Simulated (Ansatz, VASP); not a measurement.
**One calculation of Au, two programs**

Contents of INCAR:

```
SYSTEM = Au
PREC = Accurate
ENCUT = 520
EDIFF = 1E-6
ISMEAR = -1
SIGMA = 0.05
LREAL = .False.
LASPH = .True.
NELM = 100
ALGO = Fast
ISIF = 2
LWAVE = .False.
LCHARG = .True.
GGA = RP
LELF = .True.
LVHAR = .True.
NBANDS = 12
```

File KPOINTS:

```
regular mesh
0
Gamma
  11 11 11
  0 0 0
```

Contents of POSCAR:

```
Au
1.0
    0.0000000000      2.0617793868      2.0617793868
    2.0617793868      0.0000000000      2.0617793868
    2.0617793868      2.0617793868      0.0000000000
Au
1
Direct
    0.0000000000      0.0000000000      0.0000000000
```

The input input.yaml:

```yaml
crystal:
  lattice:
    - [0.0, 2.0617793868, 2.0617793868]
    - [2.0617793868, 0.0, 2.0617793868]
    - [2.0617793868, 2.0617793868, 0.0]
  atoms:
    - { symbol: Au, position: [0.0, 0.0, 0.0] }
hamiltonian:
  xc: rpbe
  pseudopotentials: { kind: paw }
kpoints:
  mp_grid: { grid: [11, 11, 11] }
scf:
  occupations: { method: fermi_dirac, width: 0.05 }
output:
  forces: true
  stress: true
  eigenvalues: true
  write_density: true
  write_potential: true
  elf: true
  volumetric_format: npy
```

Alike in both runs: task single point; functional RPBE; k mesh 11 × 11 × 11; occupations fermi-dirac, width 0.05 eV; no spin polarisation.

|  | VASP | Ansatz |
| --- | --- | --- |
| version | VASP 6.6.1 | Ansatz 0.2.0 |
| potentials or method | VASP PAW PBE potentials, release 64 (Au) | Ansatz PAW |
| plane-wave cutoff (eV) | 520 | 420 |
| valence electrons in the cell | 11 | 19 |

```tsv
	VASP	Ansatz	Ansatz less VASP
gap on the k mesh at the Fermi level (eV)	none	none	-
pressure (GPa)	7.4	7.6	+0.21
```

A gap of «none» marks a metal or a gap that the smearing closes. The functional is the same, so the differences come from potentials, cutoffs and numerics. The two sets of potentials don't hold the same shells in valence.

Caveats: the PAW data sets were made with another functional, which shifts forces and pressure a little (VASP); the PAW data sets come from PBE, with cores solved anew for the run's functional, which leaves a small shift of forces and pressure (Ansatz). Spin-orbit coupling is left out, which matters for the levels of Au.
